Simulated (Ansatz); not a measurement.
The parent structure is GeTe (space group R3m, No. 160).

```xyz
2
Lattice="2.0811 1.2015 3.4880 -2.0811 1.2015 3.4880 0.0000 -2.4030 3.4880" Properties=species:S:1:pos:R:3 pbc="T T T"
Ge     0.0000     0.0000     2.4940
Te     0.0000     0.0000     7.9699
```

Cartesian axes are those of the cell as printed.

All numbers come from PBEsol/PAW in Ansatz (a quantum-chemistry and plane-wave program), no SOC, earlier PAW set.

For the base:

The pressure comes out as 0.0 kbar and the shortest interatomic distance is 2.833 Å.

The change: a pure shear with ε_xz = ε_zx = -0.0096, atoms relaxed at fixed cell.

**Question.** How does this affect the pressure?

**Answer.** The pressure (mean of the normal stresses, compression positive) goes from zero to 0.6 kbar.

**Question.** What does the calculation give for the shortest interatomic distance after the change?

**Answer.** The shortest interatomic distance decreases by 0.0163 Å, from 2.833 Å to 2.816 Å.

**Question.** What does the calculation give for the largest internal atomic displacement after the change?

**Answer.** The largest internal atomic displacement comes out as 0.027 Å.

The cells carry an imposed strain or load. Stability against distortions was not tested.
